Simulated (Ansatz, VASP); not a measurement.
## Two plane-wave programs on GaP

File INCAR:

```
SYSTEM = GaP
ALGO = Normal ; EDIFF = 1E-7
EDIFFG = -0.005 ; ENCUT = 600
GGA = PE ; IBRION = 2
ISIF = 3 ; ISMEAR = 0
LASPH = .True. ; LCHARG = .False.
LREAL = .False. ; LWAVE = .False.
NELM = 100 ; NSW = 100
PREC = Accurate ; SIGMA = 0.02
```

KPOINTS

```
k-points
0
Gamma
  8 8 8
  0 0 0
```

File POSCAR:

```
GaP
1.0
    0.0000000000      2.7258124945      2.7258124945
    2.7258124945      0.0000000000      2.7258124945
    2.7258124945      2.7258124945      0.0000000000
Ga P
1 1
Direct
    0.0000000000      0.0000000000      0.0000000000
    0.2500000000      0.2500000000      0.2500000000
```

Input for Ansatz:

```yaml
crystal:
  lattice:
    - [0.0, 2.7258124945, 2.7258124945]
    - [2.7258124945, 0.0, 2.7258124945]
    - [2.7258124945, 2.7258124945, 0.0]
  atoms:
    - { symbol: Ga, position: [0.0, 0.0, 0.0] }
    - { symbol: P, position: [0.25, 0.25, 0.25] }
basis:
  ecutwfc: 420
kpoints:
  mp_grid: { grid: [8, 8, 8] }
hamiltonian:
  xc: pbe
scf:
  occupations: { method: gaussian, width: 0.02 }
output:
  forces: true
  stress: true
  eigenvalues: true
relax:
  adjacent_minimum: "off"
  f_tol: 0.005
  max_steps: 80
  cell: { stress_tol: 0.05 }
```

The cell is a database's computed one.

Alike in both runs: task relaxation of cell and atoms; functional PBE; k mesh 8 × 8 × 8; occupations gaussian, width 0.02 eV; no spin polarisation.

```csv
,VASP,Ansatz
version,VASP 6.6.1,Ansatz 0.2.0
potentials or method,"VASP PAW PBE potentials, release 64 (Ga_d, P)","scalar-relativistic, plane waves, PAW"
plane-wave cutoff (eV),600,420
valence electrons in the cell,18,18
```

VASP gave:

```
gap on the k mesh at the Fermi level, each at its own relaxed structure (eV) : 1.58
relaxed volume (Å³/atom)                                                     : 20.86
relaxed cell length with the largest relative difference (Å)                 : 3.893
energy change over the relaxation (meV/atom)                                 : -4
```

Problem. Which values does Ansatz return?

Solution. gap on the k mesh at the Fermi level, each at its own relaxed structure (eV): 1.58; relaxed volume (Å³/atom): 20.86; relaxed cell length with the largest relative difference (Å): 3.893; energy change over the relaxation (meV/atom): -5.

A k mesh can miss the band edges. A hybrid or GW would open this gap; PBE tends to underestimate it.
